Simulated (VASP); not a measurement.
Method: LDA (Ceperley-Alder, Perdew-Zunger), VASP's LDA PAW potentials (set 64) (plane waves; VASP 6.6.1).

Gaps are without spin-orbit coupling.

Order these relaxed crystals by band gap, smallest first: CsI, Pm-3m (221); GaN, P6_3mc (186); MgO, Fm-3m (225); TlCl, Pm-3m (221).

TlCl, Pm-3m (221) (1.55 eV), GaN, P6_3mc (186) (2.11 eV), CsI, Pm-3m (221) (3.78 eV), MgO, Fm-3m (225) (5.14 eV)
